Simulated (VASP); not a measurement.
Runs of VASP 6.6.1 on InPd. Symmetry: Pm-3m, No. 221, cubic system. Conventional cell: a = 3.272 Å, b = 3.272 Å, c = 3.272 Å, α = 90.00°, β = 90.00°, γ = 90.00°. In (site symmetry m-3m) is surrounded by 8 Pd at 2.83 Å. Pd (site symmetry m-3m) is surrounded by 8 In at 2.83 Å. The cell comes from a database or a generator and needn't be the stable form of this composition.

| task | level | cell | cutoff (eV) | gap on the mesh (eV) | pressure (GPa) | V0 of scaled cells (Å³/atom) | B0 (GPa) |
| --- | --- | --- | --- | --- | --- | --- | --- |
| equation of state | r2SCAN | Pm-3m, 17.51 Å³/atom | 520 | - | - | 17.52 | 134 |
| relaxation of cell and atoms | r2SCAN | relaxed | 600 | none | 0.0 | - | - |
| relaxation of cell and atoms | PBE+D3(BJ) | relaxed | 600 | none | 0.0 | - | - |
| equation of state | PBE+D3(BJ) | Pm-3m, 17.32 Å³/atom | 520 | - | - | (a) | 132 |

Alike in all rows: potentials or basis VASP PAW PBE potentials, release 64 (In_d, Pd); no spin polarisation; k mesh 8 × 8 × 8; smearing fermi-dirac 0.05 eV.

Estimate the missing entries.

(a) 17.33.

Caveats: the PAW data sets were made with another functional, which shifts forces and pressure a little (some runs); the relaxation stopped at its first step, so nothing moved (some runs); pairwise dispersion overbinds metals, which lowers pressure and volume (some runs).

A k mesh can miss the band edges, and the runs leave out spin-orbit coupling on In, Pd.

A gap of «none» marks a metal or a gap under the smearing width.
